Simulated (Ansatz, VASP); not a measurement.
Given: the input of a run of VASP 6.6.1 on PbSe (Clausthalite). 

INCAR

```
PREC = Accurate ; ENCUT = 600
EDIFF = 1E-6 ; ISMEAR = -1
SIGMA = 0.05 ; LREAL = False
LASPH = True ; NELM = 100
ALGO = Normal ; ISIF = 3
LWAVE = False ; LCHARG = False
GGA = RP ; IBRION = 2
NSW = 60 ; EDIFFG = -0.02
```

The input KPOINTS:

```
Automatic mesh
0
Gamma
  8 8 8
```

The input POSCAR:

```
PbSe
1.0
    0.0000000000      3.0606500000      3.0606500000
    3.0606500000      0.0000000000      3.0606500000
    3.0606500000      3.0606500000      0.0000000000
Pb Se
1 1
Direct
    0.0000000000      0.0000000000      0.0000000000
    0.5000000000      0.5000000000      0.5000000000
```

Potentials or basis: VASP PAW PBE potentials, release 64 (Pb_d, Se).

The run is started by

```console
$ cat potpaw_PBE.64/Pb_d/POTCAR potpaw_PBE.64/Se/POTCAR > POTCAR
$ mpirun -np 1 vasp_std > vasp.out
```

Q: What does the same run look like in Ansatz 0.2.0? Potentials or basis there: all-electron LAPW, scalar-relativistic.

A: As run (cutoffs and basis follow the program's own potentials, and thresholds, step limits or extra output files can differ):

File input.yaml:

```yaml
crystal:
  lattice:
    - [0.0, 3.06065, 3.06065]
    - [3.06065, 0.0, 3.06065]
    - [3.06065, 3.06065, 0.0]
  atoms:
    - { symbol: Pb, position: [0.0, 0.0, 0.0] }
    - { symbol: Se, position: [0.5, 0.5, 0.5] }
kpoints:
  mp_grid: { grid: [8, 8, 8] }
scf:
  occupations: { method: fermi_dirac, width: 0.05 }
hamiltonian:
  xc: rpbe
  pseudopotentials: { kind: all_electron, lapw: { basis_error: 0.001 } }
output:
  forces: true
  stress: true
relax:
  f_tol: 0.01
  max_steps: 60
  cell: {}
```

Potentials or basis: all-electron LAPW, scalar-relativistic.

Run with:

```bash
$ ansatz run input.yaml --threads 1 --pin off --max-ram 3072MiB --backend cpu --events-out ev --progress --plain --runs-dir out
```

Both were run:

|  | VASP | Ansatz |
| --- | --- | --- |
| Relaxed volume | 31.18 Å³/atom | 31.21 Å³/atom |
| Relaxed cell | a = 4.451 Å, b = 4.451 Å, c = 4.451 Å, α = 60.00°, β = 60.00°, γ = 60.00° | a = 4.453 Å, b = 4.453 Å, c = 4.453 Å, α = 60.00°, β = 60.00°, γ = 60.00° |
| Space group after relaxing | Fm-3m (No. 225) | Fm-3m (No. 225) |
| Pressure after relaxing | 0.0 GPa | 0.0 GPa |

VASP's potentials were made for PBE.

Where Ansatz's input types no cutoff or centring, it takes its own default and a Γ-centred mesh.

Pressure is positive in compression.
